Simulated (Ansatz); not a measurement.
# In2O3: the cost of one run

All numbers below are computed with Ansatz 0.2.0 (DFT PBEsol, scalar-relativistic, plane waves, PAW).

4 further runs of the same task are left out: 4 set aside as unsound or not needed. Runs told in other sessions of the task aren't counted.

### Step 1. The structure to begin with

The cell holds 40 atoms (HgIn15O24): a = 8.000 Å, b = 8.000 Å, c = 8.000 Å, α = 87.11°, β = 87.11°, γ = 87.11°.

The coordinates of this cell stand in the input of its own run.

The host was relaxed before at PBEsol: a = 5.512 Å, b = 5.512 Å, c = 14.537 Å, α = 90.00°, β = 90.00°, γ = 120.00° (conventional cell), 12.752 Å³/atom.

Places, in fractions of the supercell: Hg in place of In at (0.643, 0.643, 0.643). The start keeps the symmetry of the ideal site.

### Step 2. Band edges of the host over the zone

Contents of input.yaml:

```yaml
crystal:
  lattice:
    - [2.7562186657, 1.5913035886, 4.8456979698]
    - [-2.7562186657, 1.5913035886, 4.8456979698]
    - [0.0, -3.1826071772, 4.8456979698]
  atoms:
    - { symbol: In, position: [0.642552806, 0.642552806, 0.642552806] }
    - { symbol: In, position: [0.857447194, 0.857447194, 0.857447194] }
    - { symbol: In, position: [0.357447194, 0.357447194, 0.357447194] }
    - { symbol: In, position: [0.142552806, 0.142552806, 0.142552806] }
    - { symbol: O, position: [0.0458555502, 0.75, 0.4541444498] }
    - { symbol: O, position: [0.75, 0.4541444498, 0.0458555502] }
    - { symbol: O, position: [0.4541444498, 0.0458555502, 0.75] }
    - { symbol: O, position: [0.9541444498, 0.25, 0.5458555502] }
    - { symbol: O, position: [0.5458555502, 0.9541444498, 0.25] }
    - { symbol: O, position: [0.25, 0.5458555502, 0.9541444498] }
basis:
  ecutwfc: 420
  xc_grid: 2
kpoints:
  mp_grid: { grid: [6, 6, 6] }
  band_path: { path: [VBM, CBM], npoints: 2 }
hamiltonian:
  xc: pbesol
scf:
  occupations: { method: gaussian, width: 0.02 }
output:
  forces: true
  stress: true
  eigenvalues: true
```

Launch:

```bash
$ ansatz run input.yaml --threads 8 --pin off --max-ram 16384MiB --backend cpu --events-out ev --progress --plain --runs-dir out
```

Q: Estimate wall time and peak memory on 8 threads of Arm Neoverse V2, shared host.

About 7.1 s, with a peak of 0.68 GiB.
